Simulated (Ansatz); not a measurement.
Li₂O, one cell by several methods

```
Li O
1.0
     0.00000    2.30950    2.30950
     2.30950    0.00000    2.30950
     2.30950    2.30950    0.00000
Li O
2 1
Direct
  0.25000 0.25000 0.25000
  0.75000 0.75000 0.75000
  0.00000 0.00000 0.00000
```

Atoms are numbered in the order listed.

The cell is COD entry 1011372, as deposited and not checked against the literature; nothing was relaxed.

Methods: DFT, PBEsol, PAW with Ansatz's default frozen-core files, scalar-relativistic (Ansatz 0.2.0); DFT, PBEsol, all-electron PAW with datasets made for the crystal, scalar-relativistic (Ansatz 0.2.0); DFT, PBEsol, all-electron LAPW, scalar-relativistic (Ansatz 0.2.0).

For PAW: a Γ-centred 9×9×9 k mesh, Fermi–Dirac smearing of 0.03 eV, cutoff 420 eV, no spin polarisation; the PAW files were made with PBE, and the program remakes their frozen cores for this functional. The crystal-made all-electron datasets (AE datasets) take a cutoff of 400 eV at this cell. LAPW targets a basis error of 0.5 meV/atom. The Ansatz runs share mesh, smearing and spin set-up. Plane-wave (PAW) pressures include the program's estimate of the Pulay term.

Stress and pressure are positive in compression.

Levels count from the top of the valence band.

```json
{"quantity": "pressure (GPa)", "PAW": "-2.02", "AE datasets": "-2.13", "LAPW": "-2.13"}
{"quantity": "band gap (eV)", "PAW": "4.834", "AE datasets": "4.832", "LAPW": "4.832"}
{"quantity": "highest filled level at L (eV)", "PAW": "-0.451", "AE datasets": "-0.451", "LAPW": "-0.451"}
{"quantity": "lowest empty level at L (eV)", "PAW": "9.092", "AE datasets": "9.094", "LAPW": "9.094"}
{"quantity": "highest filled level at K (eV)", "PAW": "-1.102", "AE datasets": "-1.102", "LAPW": "-1.102"}
{"quantity": "lowest empty level at K (eV)", "PAW": "6.423", "AE datasets": "6.422", "LAPW": "6.422"}
{"quantity": "highest filled level at X (eV)", "PAW": "-1.403", "AE datasets": "-1.403", "LAPW": "-1.403"}
{"quantity": "lowest empty level at X (eV)", "PAW": "4.834", "AE datasets": "4.832", "LAPW": "4.832"}
```

PAW's pressure differs from the LAPW value by +0.11 GPa.
